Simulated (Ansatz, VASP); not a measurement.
**SrO in VASP and in Ansatz**

The input INCAR:

```
SYSTEM = SrO
PREC = Accurate ; ENCUT = 520
EDIFF = 1E-7 ; ISMEAR = -1
SIGMA = 0.02 ; LREAL = .FALSE.
LASPH = .TRUE. ; NELM = 60
ALGO = Normal ; ISIF = 2
LWAVE = .FALSE. ; LCHARG = .FALSE.
GGA = PE ; NBANDS = 15
```

File KPOINTS:

```
Automatic mesh
0
G
  8 8 8
  0 0 0
```

The input POSCAR:

```
SrO
1.0
    0.0000000000      2.5698000000      2.5698000000
    2.5698000000      0.0000000000      2.5698000000
    2.5698000000      2.5698000000      0.0000000000
Sr O
1 1
Direct
    0.0000000000      0.0000000000      0.0000000000
    0.5224667289      0.5224667289      0.5224667289
```

Input for Ansatz:

```yaml
crystal:
  lattice:
    - [0.0, 2.5698, 2.5698]
    - [2.5698, 0.0, 2.5698]
    - [2.5698, 2.5698, 0.0]
  atoms:
    - { symbol: Sr, position: [0.0, 0.0, 0.0] }
    - { symbol: O, position: [0.5224667289, 0.5224667289, 0.5224667289] }
kpoints:
  mp_grid: { grid: [8, 8, 8] }
scf:
  occupations: { method: fermi_dirac, width: 0.02 }
hamiltonian:
  xc: pbe
  pseudopotentials: { kind: all_electron, lapw: { basis_error: 0.00025 } }
output:
  forces: true
  stress: true
  eigenvalues: true
```

Alike in both runs: task single point; functional PBE; k mesh 8 × 8 × 8; occupations fermi-dirac, width 0.02 eV; no spin polarisation.

|  | VASP | Ansatz |
| --- | --- | --- |
| version | VASP 6.6.1 | Ansatz 0.2.0 |
| potentials or method | VASP PAW PBE potentials, release 64 (Sr_sv, O) | all-electron LAPW, scalar-relativistic |
| plane-wave cutoff (eV) | 520 | see its input |

VASP gave:

```
gap on the k mesh at the Fermi level (eV)       : 3.58
pressure (GPa)                                  : 4.6
largest component of the traceless stress (GPa) : 0.23
rms of the force components (eV/Å)              : 0.281
```

Q: What did Ansatz give for the same quantities?

A: gap on the k mesh at the Fermi level (eV): 3.62; pressure (GPa): 4.0; largest component of the traceless stress (GPa): 0.21; rms of the force components (eV/Å): 0.264.

Atom by atom the forces differ by 0.016 eV/Å (rms over components). Ansatz ran all-electron here, so the differences hold the error of VASP's frozen core and of both bases.

A k mesh can miss the band edges.
